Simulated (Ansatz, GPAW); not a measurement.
# Geometry or basis: what sets the conductance of a Ga chain with a Sn atom on top of one atom, part 3 of 3

How well does a Ga chain with a Sn atom on top of one atom conduct once its atoms have relaxed, and how much do cheaper levels lose?

GPAW 26.7.0 and Ansatz 0.2.0; Ansatz plane waves; relaxation of the junction with the lead ends held; PAW set soft_1 (the session's first sound run).

So far, transmission at the Fermi level (one spin): step 3 (plane waves, PBE) 1.11; step 4 (double-zeta polarised basis, PBE, GPAW) 1.10. Also open channels of the lead at the Fermi level (one spin): step 3 3.

## 5. Single-zeta polarised basis

Level of this step: GPAW LCAO, PAW setups; Landauer transmission from Green's functions with principal layers (ASE), zero bias (GPAW).

The second zeta is dropped, the polarisation orbitals stay.

File run.py:

```python
import json
import numpy as np
from ase import Atoms
from ase.transport.calculators import TransportCalculator
from gpaw import GPAW, FermiDirac
from gpaw.lcao.tools import get_lcao_hamiltonian
from scipy.linalg import eigh

# The junction with lead layers at both ends, along the third cell vector
device = Atoms(
    ['Ga', 'Ga', 'Ga', 'Ga', 'Ga', 'Ga', 'Ga', 'Sn', 'Ga', 'Ga', 'Ga', 'Ga', 'Ga', 'Ga'],
    positions=[
        [4.50000, 4.50000, 1.27500],
        [4.50000, 4.50000, 3.82500],
        [4.50000, 4.50000, 6.37500],
        [4.50000, 4.50000, 8.92500],
        [5.05219, 4.45777, 11.85935],
        [4.80259, 4.47369, 14.58597],
        [3.15860, 4.45489, 16.56028],
        [6.60651, 4.47073, 16.55386],
        [4.81111, 4.45169, 18.52689],
        [5.01712, 4.34356, 21.25443],
        [4.50000, 4.50000, 24.22500],
        [4.50000, 4.50000, 26.77500],
        [4.50000, 4.50000, 29.32500],
        [4.50000, 4.50000, 31.87500]],
    cell=[[9.0, 0.0, 0.0], [0.0, 9.0, 0.0], [0.0, 0.0, 33.15]],
    pbc=True)

# One principal layer of the lead: the first 3 atoms of the device
lead = Atoms(
    ['Ga', 'Ga', 'Ga'],
    positions=[
        [4.50000, 4.50000, 1.27500],
        [4.50000, 4.50000, 3.82500],
        [4.50000, 4.50000, 6.37500]],
    cell=[[9.0, 0.0, 0.0], [0.0, 9.0, 0.0], [0.0, 0.0, 7.65]],
    pbc=True)

settings = dict(mode='lcao', basis='szp(dzp)', xc='PBE', h=0.2,
                occupations=FermiDirac(0.1), maxiter=250,
                mixer=dict(beta=0.1, nmaxold=8, weight=100.0),
                convergence=dict(density=0.0001))
energies = np.arange(-2, 2 + 1e-9, 0.025)
eta = 0.0001
n1, n2 = 1, 1
# k and -k transmit alike, so half of the mesh across the current serves
mesh = [(i, j) for i in range(n1) for j in range(n2) if (i, j) <= (-i % n1, -j % n2)]
weights = np.array([1 if (i, j) == (-i % n1, -j % n2) else 2 for i, j in mesh]) / (n1 * n2)

# [... helper functions left out ...]
fermi_lead = ground_state(lead, (1, 1, 15), 'lead.txt')
fermi_device = ground_state(device, (1, 1, 3), 'device.txt')
# [... loop over the mesh left out, but for ...]
        # Shift the lead onto the potential of the device's first layer
        shift = ((H[:, 0, 0] - H0[:, 0, 0]) / S0[0, 0]).real.mean()
# [...]
kT = 8.617333e-5 * 300
bias = [0.1, 0.2, 0.5, 1.0, 1.5, 2.0]
# [... integrals and printing left out ...]
```

Started as:

```console
$ OMP_NUM_THREADS=1 OPENBLAS_NUM_THREADS=1 python run.py
```

Numbers of over 12 decimals in the logs are rounded to 6 here.

Log:

```text
basis functions: device 131, principal layer 27
Fermi level: lead -3.1746 eV, device -2.9946 eV; lead shifted by -0.0191 eV
largest coupling past the next layer 5.81e-05 eV, largest misfit of the first layer 0.060 eV
  E-E_F (eV)   T (one spin)  channels
    -2.000    2.5066e-01    1.0000
    -1.975    2.3056e-01    1.0000
    -1.950    2.1143e-01    1.0000
[...]
1.975    1.2227e+00    3.0000
     2.000    1.2326e+00    3.0000
conductance at 300 K: 1.0668 G0 a cell; thermopower -1.324 uV/K
current from the zero-bias T(E) at 0.1 V: 8.2649 uA
current from the zero-bias T(E) at 0.2 V: 16.525 uA
current from the zero-bias T(E) at 0.5 V: 41.428 uA
current from the zero-bias T(E) at 1.0 V: 86.706 uA
current from the zero-bias T(E) at 1.5 V: 136.06 uA
current from the zero-bias T(E) at 2.0 V: 180.71 uA
```

Wall time 56 s (1 thread of Arm Neoverse V1, shared host); peak memory 1.1 GiB.

Numbers from this step:

```
conductance                                    : 1.067 G₀
largest coupling past the next principal layer : 5.81e-5 eV
largest misfit of the first principal layer    : 0.06014 eV
shift that aligns the lead                     : -0.01910 eV
basis functions of the junction                : 131
basis functions of a principal layer           : 27
transmission at the Fermi level (one spin)     : 1.067
```

One spin. The transmission, zone mean by energy, zero at the Fermi level:

| energy (eV) | transmission, zone mean |
| --- | --- |
| -2.000 | 0.251 |
| -1.900 | 0.175 |
| -1.800 | 0.102 |
| -1.700 | 3.8e-7 |
| -1.600 | 1.0e-8 |
| -1.500 | 2.3e-8 |
| -1.400 | 0.0804 |
| -1.300 | 0.0772 |
| -1.200 | 0.0518 |
| -1.100 | 0.0254 |
| -1.000 | 0.00430 |
| -0.900 | 0.00502 |
| -0.800 | 0.0736 |
| -0.700 | 0.285 |
| -0.600 | 0.638 |
| -0.500 | 0.891 |
| -0.475 | 0.928 |
| -0.400 | 0.982 |
| -0.300 | 0.999 |
| -0.200 | 1.01 |
| -0.100 | 1.05 |
| 0.000 | 1.07 |
| 0.100 | 1.09 |
| 0.200 | 1.12 |
| 0.300 | 1.22 |
| 0.400 | 1.42 |
| 0.500 | 1.72 |
| 0.600 | 1.97 |
| 0.700 | 2.14 |
| 0.800 | 2.27 |
| 0.875 | 2.31 |
| 0.900 | 2.30 |
| 1.000 | 2.20 |
| 1.100 | 2.01 |
| 1.200 | 1.78 |
| 1.300 | 1.56 |
| 1.400 | 1.37 |
| 1.500 | 1.20 |
| 1.600 | 1.08 |
| 1.700 | 0.955 |
| 1.800 | 0.880 |
| 1.825 | 1.70 |
| 1.900 | 1.26 |
| 2.000 | 1.23 |

The conductance, 1.07 G₀, lies 3.0 % below that of the dzp run.

## 6. GPAW, sz: basis = "sz(dzp)"

One function for each valence shell of the setup, as for a first survey of a large system.

run.py, as its differences from that of step 5:

```diff
@@ -39,3 +39,3 @@
 
-settings = dict(mode='lcao', basis='szp(dzp)', xc='PBE', h=0.2,
+settings = dict(mode='lcao', basis='sz(dzp)', xc='PBE', h=0.2,
                 occupations=FermiDirac(0.1), maxiter=250,
```

Log:

```text
basis functions: device 61, principal layer 12
Fermi level: lead -3.2329 eV, device -3.0409 eV; lead shifted by -0.0227 eV
largest coupling past the next layer 5.75e-05 eV, largest misfit of the first layer 0.058 eV
  E-E_F (eV)   T (one spin)  channels
    -2.000    2.9638e-01    1.0000
    -1.975    2.7285e-01    1.0000
    -1.950    2.4991e-01    1.0000
[...]
1.975    1.2033e+00    3.0000
     2.000    1.1952e+00    3.0000
conductance at 300 K: 1.0431 G0 a cell; thermopower -1.044 uV/K
current from the zero-bias T(E) at 0.1 V: 8.0814 uA
current from the zero-bias T(E) at 0.2 V: 16.161 uA
current from the zero-bias T(E) at 0.5 V: 40.548 uA
current from the zero-bias T(E) at 1.0 V: 84.828 uA
current from the zero-bias T(E) at 1.5 V: 131.59 uA
current from the zero-bias T(E) at 2.0 V: 175.31 uA
```

Run time: 41 s. Hardware: 1 thread; peak memory 1 GiB.

This step gave:

| Quantity | Value |
| --- | --- |
| conductance | 1.043 G₀ |
| largest coupling past the next principal layer | 5.75e-5 eV |
| largest misfit of the first principal layer | 0.05756 eV |
| shift that aligns the lead | -0.02274 eV |
| basis functions of the junction | 61 |
| basis functions of a principal layer | 12 |
| transmission at the Fermi level (one spin) | 1.043 |

One spin. The transmission, zone mean by energy, zero at the Fermi level:

energy (eV), transmission, zone mean and a bar:
```
   -2.000       0.30 ####
   -1.900       0.20 ###
   -1.800       0.09 #
   -1.700       0.00 
   -1.600       0.00 
   -1.500       0.05 #
   -1.400       0.11 ##
   -1.300       0.10 #
   -1.200       0.07 #
   -1.100       0.04 #
   -1.000       0.01 
   -0.900       0.00 
   -0.800       0.04 
   -0.700       0.20 ###
   -0.650       0.70 #########
   -0.600       0.55 #######
   -0.500       0.84 ###########
   -0.400       0.96 #############
   -0.300       1.00 #############
   -0.200       1.00 #############
   -0.100       1.03 ##############
    0.000       1.04 ##############
    0.100       1.06 ##############
    0.200       1.09 ##############
    0.300       1.17 ###############
    0.400       1.36 ##################
    0.500       1.64 ######################
    0.600       1.90 #########################
    0.700       2.07 ###########################
    0.800       2.21 #############################
    0.900       2.28 ##############################
    1.000       2.23 #############################
    1.100       2.07 ###########################
    1.200       1.86 ########################
    1.300       1.64 ######################
    1.400       1.43 ###################
    1.500       1.26 #################
    1.600       1.12 ###############
    1.700       1.00 #############
    1.800       0.82 ###########
    1.875       1.61 #####################
    1.900       1.38 ##################
    2.000       1.20 ################
```

The conductance, 1.04 G₀, lies 5.2 % below that of the dzp run.

## 7. RPBE in the dzp basis: xc = "RPBE"

Back in the dzp basis, the functional changes from PBE to RPBE, to set the spread between functionals beside that between bases.

run.py, as its differences from that of step 6:

```diff
@@ -39,3 +39,3 @@
 
-settings = dict(mode='lcao', basis='sz(dzp)', xc='PBE', h=0.2,
+settings = dict(mode='lcao', basis='dzp', xc='RPBE', h=0.2,
                 occupations=FermiDirac(0.1), maxiter=250,
```

Log:

```text
basis functions: device 192, principal layer 39
Fermi level: lead -2.7535 eV, device -2.6133 eV; lead shifted by -0.0145 eV
largest coupling past the next layer 6.04e-05 eV, largest misfit of the first layer 0.057 eV
  E-E_F (eV)   T (one spin)  [channel counts left out]
    -2.000    3.8205e-01
    -1.975    3.5744e-01
    -1.950    3.3472e-01
[...]
1.975    1.2007e+00
     2.000    1.2068e+00
conductance at 300 K: 1.0933 G0 a cell; thermopower -1.648 uV/K
current from the zero-bias T(E) at 0.1 V: 8.469 uA
current from the zero-bias T(E) at 0.2 V: 16.927 uA
current from the zero-bias T(E) at 0.5 V: 42.285 uA
current from the zero-bias T(E) at 1.0 V: 88.505 uA
current from the zero-bias T(E) at 1.5 V: 138.25 uA
current from the zero-bias T(E) at 2.0 V: 182.3 uA
```

It took 66 s on 1 thread; peak memory 1.1 GiB.

Numbers from this step:

```
conductance                                    : 1.093 G₀
thermopower                                    : -1.648 μV/K
largest coupling past the next principal layer : 6.04e-5 eV
largest misfit of the first principal layer    : 0.05717 eV
shift that aligns the lead                     : -0.01449 eV
basis functions of the junction                : 192
basis functions of a principal layer           : 39
transmission at the Fermi level (one spin)     : 1.094
```

One spin. Table of transmission, zone mean by energy, zero at the Fermi level:

| energy (eV) | transmission, zone mean |
| --- | --- |
| -2.000 | 0.382 |
| -1.900 | 0.294 |
| -1.800 | 0.230 |
| -1.700 | 0.182 |
| -1.600 | 0.145 |
| -1.500 | 0.118 |
| -1.400 | 0.0824 |
| -1.300 | 0.0594 |
| -1.200 | 0.0362 |
| -1.100 | 0.0147 |
| -1.000 | 6.2e-4 |
| -0.900 | 0.0137 |
| -0.800 | 0.108 |
| -0.700 | 0.364 |
| -0.600 | 0.734 |
| -0.500 | 0.954 |
| -0.400 | 0.998 |
| -0.300 | 0.986 |
| -0.200 | 1.02 |
| -0.100 | 1.07 |
| 0.000 | 1.09 |
| 0.100 | 1.12 |
| 0.200 | 1.16 |
| 0.300 | 1.24 |
| 0.400 | 1.42 |
| 0.500 | 1.69 |
| 0.600 | 1.93 |
| 0.700 | 2.09 |
| 0.800 | 2.22 |
| 0.875 | 2.25 |
| 0.900 | 2.25 |
| 1.000 | 2.16 |
| 1.100 | 1.98 |
| 1.200 | 1.77 |
| 1.300 | 1.56 |
| 1.400 | 1.36 |
| 1.500 | 1.20 |
| 1.600 | 1.06 |
| 1.700 | 0.908 |
| 1.800 | 1.69 |
| 1.900 | 1.23 |
| 2.000 | 1.21 |

The conductance, 1.09 G₀, lies 0.6 % below that of the dzp run.

## 8. The structure as built: geometry = "as built"

The dzp basis with PBE on the structure as first built shows what the relaxation was worth.

run.py, as its differences from that of step 7:

```diff
@@ -16,8 +16,8 @@
         [4.50000, 4.50000, 8.92500],
-        [5.05219, 4.45777, 11.85935],
-        [4.80259, 4.47369, 14.58597],
-        [3.15860, 4.45489, 16.56028],
-        [6.60651, 4.47073, 16.55386],
-        [4.81111, 4.45169, 18.52689],
-        [5.01712, 4.34356, 21.25443],
+        [4.50000, 4.50000, 11.47500],
+        [4.50000, 4.50000, 14.02500],
+        [4.50000, 4.50000, 16.57500],
+        [7.03650, 4.50000, 16.57500],
+        [4.50000, 4.50000, 19.12500],
+        [4.50000, 4.50000, 21.67500],
         [4.50000, 4.50000, 24.22500],
@@ -39,3 +39,3 @@
 
-settings = dict(mode='lcao', basis='dzp', xc='RPBE', h=0.2,
+settings = dict(mode='lcao', basis='dzp', xc='PBE', h=0.2,
                 occupations=FermiDirac(0.1), maxiter=250,
```

Log:

```text
basis functions: device 192, principal layer 39
Fermi level: lead -2.8498 eV, device -2.8096 eV; lead shifted by -0.0118 eV
largest coupling past the next layer 6.03e-05 eV, largest misfit of the first layer 0.023 eV
  E-E_F (eV)   T (one spin)  [channel counts left out]
    -2.000    9.9647e-01
    -1.975    9.9658e-01
    -1.950    9.9668e-01
[...]
1.975    1.5112e+00
     2.000    1.5406e+00
conductance at 300 K: 2.2917 G0 a cell; thermopower 0.3973 uV/K
current from the zero-bias T(E) at 0.1 V: 17.725 uA
current from the zero-bias T(E) at 0.2 V: 35.253 uA
current from the zero-bias T(E) at 0.5 V: 82.605 uA
current from the zero-bias T(E) at 1.0 V: 135.97 uA
current from the zero-bias T(E) at 1.5 V: 191.07 uA
current from the zero-bias T(E) at 2.0 V: 243.44 uA
```

It took 53 s on 1 thread; peak memory 1.1 GiB.

Numbers from this step:

| Quantity | Value |
| --- | --- |
| conductance | 2.292 G₀ |
| largest coupling past the next principal layer | 6.03e-5 eV |
| largest misfit of the first principal layer | 0.02297 eV |
| shift that aligns the lead | -0.01179 eV |
| transmission at the Fermi level (one spin) | 2.302 |

The conductance, 2.29 G₀, lies 108 % above that of the dzp run.

## 9. Cost and result by level

Times are wall times on the hardware named with each run. Results by setting:

| no. | run | conductance (G₀) | time | memory (GiB) |
| --- | --- | --- | --- | --- |
| 1 | pw PBE | 1.111 | 2.5 min | 2.9 |
| 2 | dzp | 1.100 | 64 s | 1.1 |
| 3 | szp | 1.067 | 56 s | 1.1 |
| 4 | sz | 1.043 | 41 s | 1 |
| 5 | dzp RPBE | 1.093 | 66 s | 1.1 |
| 6 | asbuilt | 2.292 | 53 s | 1.1 |

## 10. The levels side by side

The curves are compared point by point over the common energies.

This step: comparison of transmission and cost over codes, levels and geometry; PAW set soft_1 (GPAW 26.7.0).

Ladder, by row:

| step | code | T at the Fermi level (sum over the listed spins) | conductance (G0) | r.m.s. T(E) from the first | wall time (s) | peak memory (GiB) | threads |
| --- | --- | --- | --- | --- | --- | --- | --- |
| pw-pbe | Ansatz | 1.112 | 1.111 | 0 | 149.6 | 2.858 | 4 |
| dzp | GPAW | 1.101 | 1.1 | 0.07048 | 64.44 | 1.13 | 1 |
| szp | GPAW | 1.067 | 1.067 | 0.1173 | 56.25 | 1.12 | 1 |
| sz | GPAW | 1.043 | 1.043 | 0.1389 | 40.65 | 1 | 1 |
| dzp-RPBE | GPAW | 1.094 | 1.093 | 0.0921 | 66.4 | 1.14 | 1 |
| asbuilt | GPAW | 2.302 | 2.292 | 0.6899 | 52.99 | 1.13 | 1 |

Transmission, zone mean, sum over the listed spins against energy, zero at the Fermi level:

| energy (eV) | pw-pbe | dzp | szp | sz | dzp-RPBE | asbuilt |
| --- | --- | --- | --- | --- | --- | --- |
| -2.000 | 0.296 | 0.337 | 0.251 | 0.296 | 0.382 | 0.996 |
| -1.800 | 0.164 | 0.197 | 0.102 | 0.0903 | 0.230 | 0.997 |
| -1.600 | 0.0702 | 0.103 | 1.0e-8 | 1.9e-8 | 0.145 | 0.998 |
| -1.400 | 0.0760 | 0.0940 | 0.0804 | 0.115 | 0.0824 | 0.994 |
| -1.200 | 0.0250 | 0.0355 | 0.0518 | 0.0709 | 0.0362 | 0.998 |
| -1.000 | 0.00114 | 2.2e-4 | 0.00430 | 0.0148 | 6.2e-4 | 0.998 |
| -0.800 | 0.179 | 0.119 | 0.0736 | 0.0369 | 0.108 | 0.999 |
| -0.600 | 0.825 | 0.745 | 0.638 | 0.548 | 0.734 | 0.999 |
| -0.400 | 0.998 | 0.998 | 0.982 | 0.962 | 0.998 | 0.882 |
| -0.200 | 1.02 | 1.02 | 1.01 | 1.00 | 1.02 | 1.99 |
| 0.000 | 1.11 | 1.10 | 1.07 | 1.04 | 1.09 | 2.30 |
| 0.200 | 1.18 | 1.17 | 1.12 | 1.09 | 1.16 | 2.16 |
| 0.400 | 1.46 | 1.44 | 1.42 | 1.36 | 1.42 | 2.00 |
| 0.600 | 1.96 | 1.95 | 1.97 | 1.90 | 1.93 | 1.86 |
| 0.800 | 2.25 | 2.23 | 2.27 | 2.21 | 2.22 | 1.75 |
| 0.875 | 2.28 | 2.27 | 2.31 | 2.27 | 2.25 | 1.70 |
| 0.900 | 2.28 | 2.26 | 2.30 | 2.28 | 2.25 | 1.69 |
| 1.000 | 2.18 | 2.17 | 2.20 | 2.23 | 2.16 | 1.64 |
| 1.200 | 1.79 | 1.76 | 1.78 | 1.86 | 1.77 | 1.51 |
| 1.400 | 1.39 | 1.35 | 1.37 | 1.43 | 1.36 | 1.36 |
| 1.600 | 1.08 | 1.05 | 1.08 | 1.12 | 1.06 | 1.26 |
| 1.775 | 1.74 | 1.08 | 0.763 | 0.891 | 0.822 | 1.30 |
| 1.800 | 1.51 | 1.69 | 0.880 | 0.823 | 1.69 | 1.32 |
| 1.825 | 1.38 | 1.45 | 1.70 | 0.722 | 1.52 | 1.34 |
| 1.875 | 1.28 | 1.25 | 1.31 | 1.61 | 1.28 | 1.39 |
| 2.000 | 1.28 | 1.20 | 1.23 | 1.20 | 1.21 | 1.54 |

## 11. A varied run

One more run, with changed settings.

This step: GPAW LCAO, PAW setups; Landauer transmission from Green's functions with principal layers (ASE), zero bias (GPAW 26.7.0).

run.py, as its differences from that of step 8:

```diff
@@ -16,8 +16,8 @@
         [4.50000, 4.50000, 8.92500],
-        [4.50000, 4.50000, 11.47500],
-        [4.50000, 4.50000, 14.02500],
-        [4.50000, 4.50000, 16.57500],
-        [7.03650, 4.50000, 16.57500],
-        [4.50000, 4.50000, 19.12500],
-        [4.50000, 4.50000, 21.67500],
+        [5.05219, 4.45777, 11.85935],
+        [4.80259, 4.47369, 14.58597],
+        [3.15860, 4.45489, 16.56028],
+        [6.60651, 4.47073, 16.55386],
+        [4.81111, 4.45169, 18.52689],
+        [5.01712, 4.34356, 21.25443],
         [4.50000, 4.50000, 24.22500],
@@ -29,10 +29,8 @@
 
-# One principal layer of the lead: the first 3 atoms of the device
+# One principal layer of the lead: the first 1 atoms of the device
 lead = Atoms(
-    ['Ga', 'Ga', 'Ga'],
+    ['Ga'],
     positions=[
-        [4.50000, 4.50000, 1.27500],
-        [4.50000, 4.50000, 3.82500],
-        [4.50000, 4.50000, 6.37500]],
-    cell=[[9.0, 0.0, 0.0], [0.0, 9.0, 0.0], [0.0, 0.0, 7.65]],
+        [4.50000, 4.50000, 1.27500]],
+    cell=[[9.0, 0.0, 0.0], [0.0, 9.0, 0.0], [0.0, 0.0, 2.55]],
     pbc=True)
@@ -40,3 +38,3 @@
 settings = dict(mode='lcao', basis='dzp', xc='PBE', h=0.2,
-                occupations=FermiDirac(0.1), maxiter=250,
+                occupations=FermiDirac(0.1), maxiter=50,
                 mixer=dict(beta=0.1, nmaxold=8, weight=100.0),
```

Log:

```text
basis functions: device 192, principal layer 13
Fermi level: lead -2.8243 eV, device -2.7120 eV; lead shifted by -0.0519 eV
largest coupling past the next layer 9.77e-01 eV, largest misfit of the first layer 0.027 eV
  E-E_F (eV)   T (one spin)  channels
    -2.000    1.0635e-02    1.0000
    -1.975    1.4660e-02    1.0000
    -1.950    2.2093e-02    1.0000
    -1.925    3.7770e-02    1.0000
    -1.900    7.8433e-02    1.0000
    -1.875    2.2604e-01    1.0000
    -1.850    8.7401e-01    1.0000
    -1.825    5.6116e-01    1.0000
    -1.800    2.2327e-01    1.0000
    -1.775    1.4463e-01    1.0000
    -1.750    1.4371e-01    1.0000
    -1.725    2.5308e-01    1.0000
    -1.700    1.0070e+00    1.0000
    -1.675    1.1326e-01    1.0000
    -1.650    1.9129e-02    1.0000
    -1.625    5.5329e-03    1.0000
[...]
1.825    8.4360e-01    4.0000
     1.850    7.3073e-01    4.0000
     1.875    6.8833e-01    4.0000
     1.900    6.7606e-01    4.0000
     1.925    6.8105e-01    4.0000
     1.950    6.9836e-01    4.0000
     1.975    7.2598e-01    4.0000
     2.000    7.6321e-01    2.0000
conductance at 300 K: 0.87177 G0 a cell; thermopower 2.646 uV/K
current from the zero-bias T(E) at 0.1 V: 6.7779 uA
current from the zero-bias T(E) at 0.2 V: 13.707 uA
current from the zero-bias T(E) at 0.5 V: 36.237 uA
current from the zero-bias T(E) at 1.0 V: 83.351 uA
current from the zero-bias T(E) at 1.5 V: 137.45 uA
current from the zero-bias T(E) at 2.0 V: 182.79 uA
```

Elapsed: 57 s, on 1 thread; peak memory 1.1 GiB.

The run finished. A setting was moved off its sound value on purpose, so it serves as a test and not as the result.

The fault put into the input: a principal layer shorter than the orbitals' reach (n_lead = 1 and period = 2.55).

Side by side:

| quantity | this run | sound run | difference |
| --- | --- | --- | --- |
| conductance (G₀) | 0.87177 | 1.0998 | -0.228 |
| largest coupling past the next principal layer (eV) | 0.97664 | 6.030e-5 | 0.977 |
| largest misfit of the first principal layer (eV) | 0.026869 | 0.055466 | -0.0286 |
| shift that aligns the lead (eV) | -0.051942 | -0.015027 | -0.0369 |
| basis functions of a principal layer | 13 | 39 | -26 |
| transmission at the Fermi level (one spin) | 0.86408 | 1.1006 | -0.237 |
| open channels of the lead at the Fermi level (one spin) | 4 | 3 | 1 |

The two runs differ clearly in the largest coupling past the next principal layer: 0.977 eV against 6.0e-5 eV.

## 12. Outcome

| Item | Value |
| --- | --- |
| conductance | 1.10 G₀ |
| transmission at the Fermi level, mean of the spins | 1.10 |
| thermopower | -1.84 μV/K |
| open channels of the lead there | 3 |

In words: In the dzp basis the junction conducts 1.10 G₀ at 300 K, with T = 1.10 a spin at the Fermi level; the sz basis reaches that conductance within 10 %. Relaxation moved atoms by up to 1.3 Å and took the conductance from 2.29 to 1.10 G₀, as a ratio a larger change than the step from dzp to the minimal basis. Plane waves (PBE) give T = 1.11 there. The scatterer reflects about 63 % of the incoming channels at the Fermi level. At the Fermi level the three most open eigenchannels pass 0.98, 0.092 and 0.033. Measured against the first run (pw-pbe), the nearest curve is that of dzp (r.m.s. 0.070) and the farthest that of asbuilt (0.69). Over the compared runs wall time goes from 41 s (sz) to 150 s (pw-pbe), on a shared host; the plane-wave run used 4 threads and the orbital runs 1. The leads kept an estimated spacing and the cell its length, so the junction may be under some tension or compression. The run had no spin polarisation, so a magnetic state, which chains and small molecules with open shells often have, wasn't tested. Spin-orbit coupling is left out, which matters for the heavy atoms here. An evenly spaced straight chain is an idealisation: free chains tend to dimerise, zigzag or, where a band edge lies near the Fermi level, turn magnetic. The currents use the zero-bias T(E) throughout, which holds only while the bias is small against the distance to the nearest feature.

[Logs are printed without paths, hosts, clocks, repeated set-up lines and the standing remarks that a program may print on its own settings, such as how far it seeks lower states.]

[Hosts, paths, dates, database ids (printed as entryN), source tags and the programs' standing remarks are cut or masked in the printed files.]
